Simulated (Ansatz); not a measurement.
## A series in volume per atom on Mg2Si

Periodic Kohn-Sham DFT of a crystal at fixed atoms; pressure and stress are positive in compression; the energy is the free energy less that of spherical unpolarised free atoms; site moments are those in the method's own spheres, positive along +z. The results are calculated, by Ansatz 0.2.0.

Cell of the first row (space group Fm-3m, No. 225):
```
cell vectors (Å)
   0.0000     3.1298     3.1298
   3.1298     0.0000     3.1298
   3.1298     3.1298     0.0000
atoms (fractions of the cell vectors)
Mg  0.25000  0.25000  0.25000
Mg  0.75000  0.75000  0.75000
Si  0.00000  0.00000  0.00000
```

Settings of every row: method all-electron PAW; functional LDA; relativity scalar; k mesh 11x11x11; filling fermi-dirac; smearing width 0.05 eV; nucleus gaussian.

Atom start moment: 0 on all atoms.

Limits: small gap, it may come from the mesh.

| row | volume per atom (Å³) | pressure (GPa) |
| --- | --- | --- |
| 1 | 20.439 | 0.018 |
| 2 | 20.873 | -1.171 |
| 3 | 21.308 | -2.24 |
| 4 | 21.526 | ? |
| 5 | 21.961 | -3.642 |
| 6 | 22.178 | -4.061 |
| 7 | 22.613 | -4.833 |
| 8 | 23.048 | -5.524 |

Question: what pressure should row 4 give?

Worked fit of pressure. Take u = (V_r/V)^(2/3) − 1 with V_r = 21.961 Å³ an atom, which is twice the finite (Eulerian) strain; such expansions in the strain, on which the Birch-Murnaghan equation of state is built, carry the rest volume and the bulk modulus. The shown rows have u = 0.04905, 0.03445, 0.02033, 0, -0.00653, -0.01932, -0.03169. Least squares give pressure = −3.6428 + 65.162 × u + 186.93 × u² + 125.8 × u³ GPa; a parabola predicts inner rows, each left out in turn, worse (root mean square 0.0025 against 0.00076 GPa). The rows lie off it by 0.000, 0.000, 0.000, 0.001, -0.001, 0.000, 0.000. The pressure vanishes at u = 0.0488, or V = 20.45 Å³ an atom, and there the bulk modulus at fixed shape and fractions is B = −V dP/dV = (2/3)(1 + u) dP/du = 59 GPa. The withheld row has u = 0.01343, so the fit gives −3.6428 + 65.162 × (0.01343) + 186.93 × (0.01343)² + 125.8 × (0.01343)³ = -2.734 GPa.

The calculation gave -2.732 GPa. The fit lies 0.002 GPa (0.036 % of the column's range) below it; its largest miss of a shown row is 0.001 GPa.
